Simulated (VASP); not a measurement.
# BAs (F-43m) in VASP: settings compared, part 3 of 3

VASP 6.6.1. Earlier steps stand in the parts before.

### 6 G0W0 quasiparticle levels, PBE

POSCAR reads:

```
BAs
1.0
    0.0000000000      2.3885000000      2.3885000000
    2.3885000000      0.0000000000      2.3885000000
    2.3885000000      2.3885000000      0.0000000000
As B
1 1
Direct
    0.7500000000      0.7500000000      0.7500000000
    0.0000000000      0.0000000000      0.0000000000
```

INCAR.step1 reads:

```
SYSTEM = BAs
ALGO     = Normal         ! electronic algorithm
EDIFF    = 1E-8           ! SCF threshold, eV
ENCUT    = 450            ! plane-wave cutoff, eV
GGA      = PE             ! functional
ISMEAR   = 0              ! smearing method
LASPH    = .True.         ! aspherical terms in the spheres
LCHARG   = .False.        ! write CHGCAR
LREAL    = .False.        ! projectors in reciprocal space
LWAVE    = .True.         ! write WAVECAR
NELM     = 60             ! most SCF steps
PREC     = Accurate       ! precision mode
SIGMA    = 0.01           ! smearing width, eV
```

INCAR.step2 reads:

```
SYSTEM = BAs
ALGO     = Exact          ! electronic algorithm
EDIFF    = 1E-8           ! SCF threshold, eV
ENCUT    = 450            ! plane-wave cutoff, eV
GGA      = PE             ! functional
ISMEAR   = 0              ! smearing method
ISTART   = 1            
LASPH    = .True.         ! aspherical terms in the spheres
LCHARG   = .False.        ! write CHGCAR
LOPTICS  = .True.         ! frequency-dependent dielectric function
LREAL    = .False.        ! projectors in reciprocal space
LWAVE    = .True.         ! write WAVECAR
NBANDS   = 16             ! bands
NELM     = 1              ! most SCF steps
PREC     = Accurate       ! precision mode
SIGMA    = 0.01           ! smearing width, eV
```

INCAR.step3 reads:

```
SYSTEM = BAs
ALGO     = EVGW0          ! electronic algorithm
EDIFF    = 1E-8           ! SCF threshold, eV
ENCUT    = 450            ! plane-wave cutoff, eV
ENCUTGW  = 200            ! cutoff of the response function
GGA      = PE             ! functional
ISMEAR   = 0              ! smearing method
ISTART   = 1            
LASPH    = .True.         ! aspherical terms in the spheres
LCHARG   = .False.        ! write CHGCAR
LREAL    = .False.        ! projectors in reciprocal space
LWAVE    = .False.        ! write WAVECAR
NBANDS   = 16             ! bands
NBANDSGW = 12           
NELMGW   = 1            
NOMEGA   = 48             ! frequency points
PREC     = Accurate       ! precision mode
PRECFOCK = Fast         
SIGMA    = 0.01           ! smearing width, eV
```

KPOINTS reads:

```
k-points
0
Gamma
  3 3 3
  0 0 0
```

Potentials or basis: VASP PAW PBE potentials, release 64 (As_GW, B_GW).

The run is started by

```bash
cat potpaw_PBE.64/As_GW/POTCAR potpaw_PBE.64/B_GW/POTCAR > POTCAR
cp INCAR.step1 INCAR
mpirun -np 1 vasp_std > vasp.out
cp INCAR.step2 INCAR
mpirun -np 1 vasp_std > vasp.out
cp INCAR.step3 INCAR
mpirun -np 1 vasp_std > vasp.out
```

OUTCAR:

```text
SYSTEM = BAs
   EDIFF = 1E-8
   ENCUT = 450
   ENCUTGW = 200
   GGA = PE
   ISMEAR = 0
   ISTART = 1
   LASPH = .True.
   LREAL = .False.
   NELMGW = 1
   PREC = Accurate
   PRECFOCK = Fast

 Found      4 irreducible k-points:

 Following reciprocal coordinates:
            Coordinates               Weight
  0.000000  0.000000  0.000000      1.000000
  0.333333  0.000000  0.000000      8.000000
  0.333333  0.333333  0.000000      6.000000
 -0.333333  0.333333  0.000000     12.000000
   k-points           NKPTS =      4   k-points in BZ     NKDIM =     27   number of bands    NBANDS=     16
   number of dos      NEDOS =    301   number of ions     NIONS =      2
   total plane-waves  NPLWV =  13824
   dimension x,y,z NGX =    24 NGY =   24 NGZ =   24
   dimension x,y,z NGXF=    48 NGYF=   48 NGZF=   48
   ions per type =               1   1
   NGX,Y,Z   is equivalent  to a cutoff of  11.81, 11.81, 11.81 a.u.
   NGXF,Y,Z  is equivalent  to a cutoff of  23.62, 23.62, 23.62 a.u.
 SYSTEM =  BAs
   PREC   = accura    normal or accurate (medium, high low for compatibility)
   ISTART =      1    job   : 0-new  1-cont  2-samecut
   ICHARG =      0    charge: 1-file 2-atom 10-const
   ISPIN  =      1    spin polarized calculation?
   LNONCOLLINEAR =      F non collinear calculations
   LSORBIT =      F    spin-orbit coupling
   LASPH  =      T    aspherical Exc in radial PAW
   ENCUT  =  450.0 eV  33.07 Ry    5.75 a.u.   5.84  5.84  5.84*2*pi/ulx,y,z
   NELM   =     60;   NELMIN=  2; NELMDL=  0     # of ELM steps
   EDIFF  = 0.1E-07   stopping-criterion for ELM
   LREAL  =      F    real-space projection
   EDIFFG = 0.1E-06   stopping-criterion for IOM
   NSW    =      0    number of steps for IOM
   IBRION =     -1    ionic relax: 0-MD 1-quasi-New 2-CG
   NFREE  =      0    steps in history (QN), initial steepest desc. (CG)
   ISIF   =      0    stress and relaxation
   ISYM   =      3    0-nonsym 1-usesym 2-fastsym
   POTIM  = 0.5000    time-step for ionic-motion
   TEBEG  =    0.0;   TEEND  =   0.0 temperature during run
   PSTRESS=    0.0 pullay stress
   NELECT =       8.0000    total number of electrons
   NUPDOWN=      -1.0000    fix difference up-down
   EMIN   =  10.00;   EMAX   =-10.00  energy-range for DOS
   EFERMI =   0.00;   METHOD = LEGACY
   ISMEAR =     0;   SIGMA  =   0.01  broadening in eV -4-tet -1-fermi 0-gaus
   EFERMI_NEDOS =   21; number of points for ismear=-14 and -15
   IALGO  =     38    algorithm
   IMIX   =      4    mixing-type and parameters
     AMIX     =   0.40;   BMIX     =  1.00
     AMIX_MAG =   1.60;   BMIX_MAG =  1.00
  volume/ion in A,a.u.               =      13.63        91.95
  Fermi-wavevector in a.u.,A,eV,Ry     =   1.088018  2.056057 16.106360  1.183784
  Thomas-Fermi vector in A             =   2.224191
   LORBIT       =      0    0 simple, 1 ext, 2 COOP (PROOUT), +10 PAW based schemes
   GGA     = PE    functional components
   LHFCALC =     T    Hartree Fock is set to
   PRECFOCK=fast      Normal, Fast or Accurate (Low or Medium for compatibility)
   ENCUT4O =  -1.0   cutoff for four orbital integrals eV
   NKREDX  =     1    reduce k-point grid by
   NKREDY  =     1    reduce k-point grid by
   NKREDZ  =     1    reduce k-point grid by
   AEXX    =    1.0000 exact exchange contribution
   HFSCREEN=    0.0000 screening length (either q_TF or 0.3 A-1)
   HFSCREENC=   0.0000 screening length for correlation (either q_TF or 0.3 A-1)
   ENCUTFOCK=  -1.0 apply spherical cutoff to Coloumb kernel
   IVDW    =     0    specifies the selected vdW correction
   LEPSILON=     F    determine dielectric tensor
   LRPA    =     F    only Hartree local field effects (RPA)
   LRPAFORCE           =     F    calculate RPA forces
   ENCUTGW             = 200.0    cutoff for response function in eV
   ENCUTGWSOFT         = 160.0    soft cutoff for Coulomb kernel in GW response function in eV
   ENCUTLF             =  -1.0    cutoff for local field effects
   NELMGW              =     1    number of iterations in solving QP/BSE equation
   NELMHF              =     1    number of iterations in the inner HF iteration
   NKREDLFX            =     1    NKREDLFY  =   1   NKREDLFZ  =   1
 non-spin polarized calculation
 Gauss-broadening in eV      SIGMA  =   0.01
  energy-cutoff  :      450.00
  volume of cell :       27.25
 maximum number of plane-waves:       609
  NGX = 14; NGY = 14; NGZ = 14
   NGX = 11   NGY = 11   NGZ = 11
 maximum number of plane-waves:       176

 QP shifts <psi_nk| G(iteration)W_0 |psi_nk>: iteration 1
 for sc-GW calculations column KS-energies equals QP-energies in previous step
 and V_xc(KS)=  KS-energies - (<T + V_ion + V_H > + <T+V_H+V_ion>^1  + <V_x>^1)

 k-point   1 :       0.0000    0.0000    0.0000
  band No.  KS-energies  QP-energies   sigma(KS)   V_xc(KS)     V^pw_x(r,r')   Z            occupation Imag(sigma)

      1      -9.1660      -9.4543     -12.0366     -11.6436     -19.5361       0.7335       2.0000       1.4517
      2       6.2712       6.5751     -12.2297     -12.6127     -14.7586       0.7935       2.0000       0.0921
      3       6.2712       6.5751     -12.2297     -12.6127     -14.7586       0.7935       2.0000       0.0921
      4       6.2712       6.5751     -12.2297     -12.6127     -14.7586       0.7935       2.0000       0.0921
      5       9.5022      10.6434      -9.9392     -11.3720      -6.3473       0.7965       0.0000      -0.0962
      6       9.5022      10.6434      -9.9392     -11.3720      -6.3473       0.7965       0.0000      -0.0962
      7       9.5022      10.6434      -9.9392     -11.3720      -6.3473       0.7965       0.0000      -0.0962
      8      10.9398      12.3524     -10.7659     -12.6009      -6.1731       0.7698       0.0000      -0.1706
      9      15.8266      16.5754      -7.8767      -8.8101      -2.9261       0.8022       0.0000      -0.3374
     10      19.1544      20.4599      -8.7592     -10.4036      -4.3233       0.7939       0.0000      -0.3380
     11      19.1544      20.4599      -8.7592     -10.4036      -4.3233       0.7939       0.0000      -0.3380
     12      20.5662      21.6314      -7.6743      -8.9570      -2.4337       0.8305       0.0000      -0.7577
[... 36 lines left out ...]
      1      -5.3389      -5.4236     -12.3614     -12.2478     -18.4720       0.7452       2.0000       0.7948
      2      -1.6114      -1.8240     -12.2516     -11.9690     -17.1029       0.7522       2.0000       0.4494
      3       0.1557       0.0114     -11.1878     -11.0017     -14.8096       0.7751       2.0000       0.2436
      4       3.1964       3.2791     -11.9069     -12.0124     -15.0695       0.7846       2.0000       0.1561
      5       8.7106       9.5226      -9.2523     -10.2680      -5.4294       0.7994       0.0000      -0.0947
      6      13.5084      14.8586      -9.9481     -11.6901      -5.1125       0.7751       0.0000      -0.2538
      7      14.3617      15.8090      -9.8736     -11.7080      -5.1334       0.7890       0.0000      -0.3071
      8      15.6007      16.9081     -10.0167     -11.7060      -4.9689       0.7740       0.0000      -0.3634
      9      15.7170      16.7748      -9.0558     -10.3779      -4.5681       0.8001       0.0000      -0.2712
     10      18.3558      19.5047      -8.5743      -9.9829      -4.0989       0.8156       0.0000      -0.3859
     11      23.1158      24.6749      -9.2429     -11.3129      -3.3076       0.7533       0.0000      -0.8860
     12      24.7319      26.0416      -7.6630      -9.3001      -2.4061       0.8000       0.0000      -0.8457
```

OUTCAR.step1:

```text
SYSTEM = BAs
   EDIFF = 1E-8
   ENCUT = 450
   GGA = PE
   ISMEAR = 0
   LASPH = .True.
   LREAL = .False.
[... 150 lines left out ...]
      3.58275      3.58275      3.58275         0.000000      0.000000      0.000000
      0.00000      0.00000      0.00000        -0.000000     -0.000000     -0.000000
 -----------------------------------------------------------------------------------
    total drift:                               -0.000000     -0.000000     -0.000000

  FREE ENERGIE OF THE ION-ELECTRON SYSTEM (eV)
  ---------------------------------------------------
  free  energy   TOTEN  =       -10.7745355604 eV

  energy  without entropy=      -10.7745355604  energy(sigma->0) =      -10.77453556
```

OUTCAR.step2:

```text
SYSTEM = BAs
   EDIFF = 1E-8
   ENCUT = 450
   GGA = PE
[... 517 lines left out ...]
  --------------------------------------------------------------------------------------------------------------
     0.00000    20.90892    20.90892    20.90892    -0.00000    -0.00000     0.00000
     0.53887    21.20078    21.20078    21.20078    -0.00000    -0.00000     0.00000
     1.07774    22.15446    22.15446    22.15446    -0.00000    -0.00000     0.00000
     1.61661    24.03162    24.03162    24.03162    -0.00000    -0.00000     0.00000
     2.15548    27.58897    27.58897    27.58897    -0.00000    -0.00000     0.00000
     2.69435    35.84211    35.84211    35.84211    -0.00000    -0.00000     0.00000
[... 92 lines left out ...]
    52.80922     0.79507     0.79507     0.79507     0.00000     0.00000    -0.00000
    53.34809     0.79933     0.79933     0.79933     0.00000     0.00000    -0.00000
```

Wall time 9 s (1 thread of Intel Xeon Platinum 8488C (Sapphire Rapids), shared host); peak memory 0.17 GiB.

The run converged, but some of its settings lie outside the range that counts as converged, so its numbers aren't taken as properties of the crystal.

Results:

```yaml
Band_gap_on_the_k_mesh_mean-field_level: 1.24 eV, indirect (least direct gap 3.23 eV)
Quasiparticle_gap: 1.70 eV
Least_direct_quasiparticle_gap: 4.07 eV
```

Caveat: the k mesh is coarse (spacing up to 0.76 Å⁻¹), so the values aren't converged; bands, screening cutoff and mesh are small and nothing is extrapolated, so the quasiparticle values aren't converged; an odd mesh through Γ misses points on the zone boundary, where band edges often lie.

### 7 For comparison

An earlier run on the cell as given: functional PBE; potentials or basis VASP PAW PBE potentials, release 64 (As, B); cutoff 520 eV; k mesh 10 × 10 × 10; occupations fermi-dirac, width 0.05 eV; no spin polarisation.

* Pressure: 3.4 GPa
* Band gap on the k mesh: 1.18 eV, indirect (least direct gap 3.28 eV)

### 8 How close it comes

Step 2. Measured bulk modulus of BAs: 148 GPa (quoted in “Basic Physical Properties of Cubic Boron Arsenide”, 2019, arxiv:1911.11281). This calculation gives 142 GPa (-4.0 %). The fit is for a static lattice scaled at fixed shape and fixed fractional positions.
